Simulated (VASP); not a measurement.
# PtS2 (P-3m1) in VASP: notebook, part 2 of 2

VASP 6.6.1. Earlier steps stand in the parts before.

### Step 3. Single point, PBEsol

The input, INCAR:

```
SYSTEM = PtS2
PREC = Accurate ; ENCUT = 900
EDIFF = 1E-6 ; ISMEAR = 0
SIGMA = 0.02 ; LREAL = .False.
LASPH = .True. ; NELM = 100
ALGO = Fast ; ISIF = 2
LWAVE = .False. ; LCHARG = .False.
GGA = PS
```

The input, KPOINTS:

```
Automatic mesh
0
Gamma
  9 9 6
  0 0 0
```

The input, POSCAR:

```
PtS2
1.0
    3.5675900000      0.0000000000      0.0000000000
   -1.7837900000      3.0896200000      0.0000000000
    0.0000000000      0.0000000000      4.8017200000
Pt S
1 2
Direct
    0.0000000000      0.0000000000      0.0000000000
    0.6666700000      0.3333300000      0.7506900000
    0.3333300000      0.6666700000      0.2493100000
```

Potentials or basis: VASP PAW PBE potentials, release 64 (Pt, S_h).

Launch:

```sh
cat potpaw_PBE.64/Pt/POTCAR potpaw_PBE.64/S_h/POTCAR > POTCAR
mpirun -np 1 vasp_std > vasp.out
```

OUTCAR:

```text
SYSTEM = PtS2
   PREC = Accurate
   ENCUT = 900
   EDIFF = 1E-6
   ISMEAR = 0
   LREAL = .False.
   LASPH = .True.
   NELM = 100
   ISIF = 2
   GGA = PS

 ion  position               nearest neighbor table
   1  0.000  0.000  0.000-   2 2.38   3 2.38   3 2.38   2 2.38   2 2.38   3 2.38
   2  0.667  0.333  0.751-   1 2.38   1 2.38   1 2.38
   3  0.333  0.667  0.249-   1 2.38   1 2.38   1 2.38

  LATTYP: Found a hexagonal cell.
 ALAT       =     3.5675900000
 C/A-ratio  =     1.3459282036

  Lattice vectors:

 A1 = (   3.5675900000,   0.0000000000,   0.0000000000)
 A2 = (  -1.7837900000,   3.0896200000,   0.0000000000)
 A3 = (   0.0000000000,   0.0000000000,   4.8017200000)

Analysis of symmetry for initial positions (statically):
=====================================================================
 Subroutine PRICEL returns:
 Original cell was already a primitive cell.

 Routine SETGRP: Setting up the symmetry group for a
 hexagonal supercell.

 Subroutine GETGRP returns: Found  4 space group operations
 (whereof  4 operations were pure point group operations)
 out of a pool of 24 trial point group operations.

The static configuration has the point symmetry C_2h.

Analysis of symmetry for dynamics (positions and initial velocities):
=====================================================================
 Subroutine PRICEL returns:
 Original cell was already a primitive cell.

 Routine SETGRP: Setting up the symmetry group for a
 hexagonal supercell.

 Subroutine GETGRP returns: Found  4 space group operations
 (whereof  4 operations were pure point group operations)
 out of a pool of 24 trial point group operations.

The dynamic configuration has the point symmetry C_2h.

 Subroutine INISYM returns: Found  4 space group operations
 (whereof  4 operations are pure point group operations),
 and found     1 'primitive' translations

----------------------------------------------------------------------------------------

                                     Primitive cell

  volume of cell :      52.9269
[... 125 lines left out ...]
  energy-cutoff  :      900.00
  volume of cell :       52.93
 maximum number of plane-waves:      3262
   NGX = 17   NGY = 17   NGZ = 23

 number of electron      22.0000001 magnetization

 Free energy of the ion-electron system (eV)
  ---------------------------------------------------
  ext. energy  EPLUGINS =         0.00000000
  ---------------------------------------------------
  free energy    TOTEN  =       -16.98813975 eV

  energy without entropy =      -16.98813975  energy(sigma->0) =      -16.98813975

 E-fermi :   8.0261     XC(G=0): -11.1455

 val. band max:        7.9003695799   @ k =   0.0000   0.0000   0.0000
 cond. band min:       8.2535613748   @ k =   0.3333   0.3333   0.0000
 fundamental gap:      0.3531917949
 Fermi energy:         8.0261203801

 k-point     1 :       0.0000    0.0000    0.0000
  band No.  band energies     occupation
      1      -7.8798      2.00000
      2      -4.5795      2.00000
      3       0.4430      2.00000
      4       0.8579      2.00000
      5       0.8579      2.00000
      6       3.7331      2.00000
      7       3.7331      2.00000
      8       5.5734      2.00000
      9       6.4593      2.00000
     10       6.4595      2.00000
     11       7.9004      2.00000
     12       9.4548      0.00000
     13       9.4549      0.00000
     14      11.7477      0.00000
[... 401 lines left out ...]
      2      -5.5286      2.00000
      3       0.6460      2.00000
      4       1.4206      2.00000
      5       1.8649      2.00000
      6       2.7554      2.00000
      7       3.0774      2.00000
      8       4.2967      2.00000
      9       4.7649      2.00000
     10       5.3098      2.00000
     11       6.5867      2.00000
     12       8.4009      0.00000
     13       8.8030      0.00000
     14      12.6925      0.00000
     15      15.1880      0.00000

 [... further k-points ...]

------------------------ aborting loop because EDIFF is reached ----------------------------------------

  FORCE on cell =-STRESS in cart. coord.  units (eV):
  Direction    XX          YY          ZZ          XY          YZ          ZX
  --------------------------------------------------------------------------------------
  -------------------------------------------------------------------------------------
  Total        0.0683928      0.0687978      0.0379386      0.0003510     -0.0002311      0.0004003
  in kB        2.0703507      2.0826102      1.1484588      0.0106246     -0.0069970      0.0121182
  external PRESSURE =       1.7671399 kB  Pullay stress =       0.0000000 kB

 VOLUME and BASIS-vectors are now :
 -----------------------------------------------------------------------------
  energy-cutoff  :      900.00
  volume of cell :       52.93
      direct lattice vectors                 reciprocal lattice vectors
     3.567590000  0.000000000  0.000000000     0.280301268  0.161831746  0.000000000
    -1.783790000  3.089620000  0.000000000     0.000000000  0.323664399  0.000000000
     0.000000000  0.000000000  4.801720000     0.000000000  0.000000000  0.208258707

 POSITION                                       TOTAL-FORCE (eV/Angst)
 -----------------------------------------------------------------------------------
      0.00000      0.00000      0.00000         0.000000      0.000000      0.000000
      1.78381      1.02986      3.60460        -0.000190      0.000110     -0.019189
     -0.00001      2.05976      1.19712         0.000190     -0.000110      0.019189
 -----------------------------------------------------------------------------------
    total drift:                               -0.000000     -0.000000      0.000000

  FREE ENERGIE OF THE ION-ELECTRON SYSTEM (eV)
  ---------------------------------------------------
  free  energy   TOTEN  =       -16.9881397516 eV

  energy  without entropy=      -16.9881397516  energy(sigma->0) =      -16.98813975
```

stdout:

```text
POSCAR found type information on POSCAR PtS
 POSCAR found :  2 types and       3 ions
 scaLAPACK will be used
 -----------------------------------------------------------------------------
|                                                                             |
|                                                                             |
|     You enforced a specific xc type in the INCAR file but a different       |
|     I HOPE YOU KNOW WHAT YOU ARE DOING!                                     |
|                                                                             |
 -----------------------------------------------------------------------------

 LDA part: xc-table for (Slater+PW92), standard interpolation
 POSCAR, INCAR and KPOINTS ok, starting setup
 FFT: planning ... GRIDC
 FFT: planning ... GRID_SOFT
 FFT: planning ... GRID
 WAVECAR not read
 entering main loop
```

Wall time 1.9 min (1 thread of Intel Xeon Platinum 8488C (Sapphire Rapids), shared host); peak memory 0.43 GiB.

Results:

```
Free energy            : -16.9881 eV
Pressure               : 0.2 GPa
Largest force          : 0.019 eV/Å
Band gap on the k mesh : 0.35 eV, indirect (least direct gap 1.00 eV)
```

Forces on the atoms (eV/Å):
```
Pt   0.000  0.000  0.000
S    0.000  0.000 -0.019
S    0.000  0.000  0.019
```

Levels at points of the mesh, in eV from the valence-band top:
| k point | band 9 | band 10 | band 11 | band 12 | band 13 | band 14 |
| --- | --- | --- | --- | --- | --- | --- |
| (0.00, 0.00, 0.00) | -1.44 | -1.44 | 0.00 | 1.55 | 1.55 | 3.85 |
| (0.00, 0.00, 0.50) | -1.83 | -1.83 | -1.36 | 2.41 | 2.41 | 5.19 |

Caveat: the PAW data sets were made with another functional, which shifts forces and pressure a little; spin-orbit coupling is left out, which moves the levels of the heavy elements; an odd mesh through Γ misses points on the zone boundary, where band edges often lie.

### Step 4. Single point, r2SCAN

The input, INCAR:

```
SYSTEM = PtS2
PREC = Accurate ; ENCUT = 520
EDIFF = 1E-6 ; ISMEAR = 0
SIGMA = 0.02 ; LREAL = .False.
LASPH = .True. ; NELM = 100
ALGO = Normal ; ISIF = 2
LWAVE = .False. ; LCHARG = .False.
METAGGA = R2SCAN ; LMIXTAU = .True.
```

KPOINTS is that of step 3.

POSCAR is that of step 3.

Potentials or basis: VASP PAW PBE potentials, release 64 (Pt, S).

Launch:

```sh
cat potpaw_PBE.64/Pt/POTCAR potpaw_PBE.64/S/POTCAR > POTCAR
mpirun -np 1 vasp_std > vasp.out
```

OUTCAR:

```text
SYSTEM = PtS2
   PREC = Accurate
   ENCUT = 520
   EDIFF = 1E-6
   ISMEAR = 0
   LREAL = .False.
   LASPH = .True.
   NELM = 100
   ISIF = 2
   METAGGA = R2SCAN

 ion  position               nearest neighbor table
   1  0.000  0.000  0.000-   2 2.38   3 2.38   3 2.38   2 2.38   2 2.38   3 2.38
   2  0.667  0.333  0.751-   1 2.38   1 2.38   1 2.38
   3  0.333  0.667  0.249-   1 2.38   1 2.38   1 2.38

  LATTYP: Found a hexagonal cell.
 ALAT       =     3.5675900000
 C/A-ratio  =     1.3459282036

  Lattice vectors:

 A1 = (   3.5675900000,   0.0000000000,   0.0000000000)
 A2 = (  -1.7837900000,   3.0896200000,   0.0000000000)
 A3 = (   0.0000000000,   0.0000000000,   4.8017200000)

Analysis of symmetry for initial positions (statically):
=====================================================================
 Subroutine PRICEL returns:
 Original cell was already a primitive cell.

 Routine SETGRP: Setting up the symmetry group for a
 hexagonal supercell.

 Subroutine GETGRP returns: Found  4 space group operations
 (whereof  4 operations were pure point group operations)
 out of a pool of 24 trial point group operations.

The static configuration has the point symmetry C_2h.

Analysis of symmetry for dynamics (positions and initial velocities):
=====================================================================
 Subroutine PRICEL returns:
 Original cell was already a primitive cell.

 Routine SETGRP: Setting up the symmetry group for a
 hexagonal supercell.

 Subroutine GETGRP returns: Found  4 space group operations
 (whereof  4 operations were pure point group operations)
 out of a pool of 24 trial point group operations.

The dynamic configuration has the point symmetry C_2h.

 Subroutine INISYM returns: Found  4 space group operations
 (whereof  4 operations are pure point group operations),
 and found     1 'primitive' translations

----------------------------------------------------------------------------------------

                                     Primitive cell

  volume of cell :      52.9269

[... 125 lines left out ...]
 maximum number of plane-waves:      1452
   NGX = 13   NGY = 13   NGZ = 17

 number of electron      21.9999999 magnetization

 Free energy of the ion-electron system (eV)
  ---------------------------------------------------
  ext. energy  EPLUGINS =         0.00000000
  ---------------------------------------------------
  free energy    TOTEN  =       -68.80097569 eV

  energy without entropy =      -68.80097569  energy(sigma->0) =      -68.80097569

 E-fermi :   7.4991     XC(G=0): -11.5949

 val. band max:        7.3442827138   @ k =   0.0000   0.0000   0.0000
 cond. band min:       7.8853482734   @ k =   0.3333   0.3333   0.0000
 fundamental gap:      0.5410655595
 Fermi energy:         7.4991152289

 k-point     1 :       0.0000    0.0000    0.0000
  band No.  band energies     occupation
      1      -9.0832      2.00000
      2      -5.7105      2.00000
      3      -0.3385      2.00000
      4       0.0649      2.00000
      5       0.0649      2.00000
      6       2.9947      2.00000
      7       2.9948      2.00000
      8       4.9014      2.00000
      9       5.8262      2.00000
     10       5.8263      2.00000
     11       7.3443      2.00000
     12       9.0492      0.00000
     13       9.0493      0.00000
     14      11.7642      0.00000
[... 401 lines left out ...]
      2      -6.6955      2.00000
      3      -0.1137      2.00000
      4       0.6738      2.00000
      5       1.1390      2.00000
      6       2.0246      2.00000
      7       2.3611      2.00000
      8       3.5562      2.00000
      9       4.1036      2.00000
     10       4.6403      2.00000
     11       5.9526      2.00000
     12       8.0343      0.00000
     13       8.4322      0.00000
     14      12.5870      0.00000
     15      15.2347      0.00000

 [... further k-points ...]

------------------------ aborting loop because EDIFF is reached ----------------------------------------

  FORCE on cell =-STRESS in cart. coord.  units (eV):
  Direction    XX          YY          ZZ          XY          YZ          ZX
  --------------------------------------------------------------------------------------
  -------------------------------------------------------------------------------------
  Total        0.9841569      0.9838997      1.3738872     -0.0002192     -0.0002443      0.0004231
  in kB       29.7918920     29.7841057     41.5896079     -0.0066354     -0.0073955      0.0128078
  external PRESSURE =      33.7218685 kB  Pullay stress =       0.0000000 kB

 VOLUME and BASIS-vectors are now :
 -----------------------------------------------------------------------------
  energy-cutoff  :      520.00
  volume of cell :       52.93
      direct lattice vectors                 reciprocal lattice vectors
     3.567590000  0.000000000  0.000000000     0.280301268  0.161831746  0.000000000
    -1.783790000  3.089620000  0.000000000     0.000000000  0.323664399  0.000000000
     0.000000000  0.000000000  4.801720000     0.000000000  0.000000000  0.208258707

 POSITION                                       TOTAL-FORCE (eV/Angst)
 -----------------------------------------------------------------------------------
      0.00000      0.00000      0.00000         0.000000      0.000000      0.000000
      1.78381      1.02986      3.60460        -0.000209      0.000121     -0.113409
     -0.00001      2.05976      1.19712         0.000209     -0.000121      0.113409
 -----------------------------------------------------------------------------------
    total drift:                                0.000000     -0.000000      0.000000

  FREE ENERGIE OF THE ION-ELECTRON SYSTEM (eV)
  ---------------------------------------------------
  free  energy   TOTEN  =       -68.8009756883 eV

  energy  without entropy=      -68.8009756883  energy(sigma->0) =      -68.80097569
```

It took 4 min on 1 thread of Intel Xeon Platinum 8488C (Sapphire Rapids), shared host; peak memory 0.26 GiB.

What came out:

| Property | Result |
| --- | --- |
| Free energy | -68.8010 eV |
| Pressure | 3.4 GPa |
| Largest force | 0.113 eV/Å |
| Band gap on the k mesh | 0.54 eV, indirect (least direct gap 1.18 eV) |

Forces in eV/Å, atoms in the order of the input:
```
Pt   0.000  0.000  0.000
S    0.000  0.000 -0.113
S    0.000  0.000  0.113
```

Caveat: the PAW data sets were made with another functional, which shifts forces and pressure a little; spin-orbit coupling is left out, which moves the levels of the heavy elements; an odd mesh through Γ misses points on the zone boundary, where band edges often lie.

### Step 5. Summary

| level | potentials or basis | cutoff (eV) | smearing | further INCAR settings | gap on the mesh (eV) | pressure (GPa) | largest force (eV/Å) |
| --- | --- | --- | --- | --- | --- | --- | --- |
| PBEsol | VASP PAW PBE potentials, release 64 (Pt, S) | 520 | gaussian 0.5 eV | ALGO = Fast; EDIFF = 1e-06 | 0.38 | 0.1 | 0.04 |
| PBEsol | VASP PAW PBE potentials, release 64 (Pt, S_h) | 900 | gaussian 0.02 eV | ALGO = Fast; EDIFF = 1e-06 | 0.35 | 0.2 | 0.02 |
| r2SCAN | VASP PAW PBE potentials, release 64 (Pt, S) | 520 | gaussian 0.02 eV | ALGO = Normal; EDIFF = 1e-06 | 0.54 | 3.4 | 0.11 |

Alike in all rows: task single point; no spin polarisation; cell as given; k mesh 9 × 9 × 6.

Caveats: the PAW data sets were made with another functional, which shifts forces and pressure a little; spin-orbit coupling is left out, which moves the levels of the heavy elements; an odd mesh through Γ misses points on the zone boundary, where band edges often lie.

Absolute energies hang on the potentials; compare differences alone.
